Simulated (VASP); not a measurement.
K, 1 atom in the cell. It takes space group Im-3m (No. 229, cubic). The conventional cell has a = 5.343 Å, b = 5.343 Å, c = 5.343 Å, α = 90.00°, β = 90.00°, γ = 90.00°. 

* Program: VASP 6.6.1
* Task: relaxation of cell and atoms
* Functional: r2SCAN
* Potentials or basis: VASP PAW PBE potentials, release 64 (K_sv)
* Cutoff: 600 eV
* k mesh: 10 × 10 × 10
* Occupations: methfessel-paxton, width 0.1 eV
* Spin: no spin polarisation
* Further INCAR settings: ALGO = Normal; EDIFF = 1e-07; IBRION = 2; EDIFFG = -0.005; NSW = 90; ISIF = 3

Potentials or basis: VASP PAW PBE potentials, release 64 (K_sv).

Run with:

```sh
$ cat potpaw_PBE.64/K_sv/POTCAR > POTCAR
$ mpirun -np 1 vasp_std > vasp.out
```

Hardware: 1 thread of Intel(R) Xeon(R) 6975P-C (Granite Rapids), on a shared host.

Q: How long does it take, and how much memory?

A: Run time: 3.9 min on 1 thread of Intel(R) Xeon(R) 6975P-C (Granite Rapids), on a shared host, peak memory 0.28 GiB. Counts: scf iterations 44, k points 47, ion steps 2.
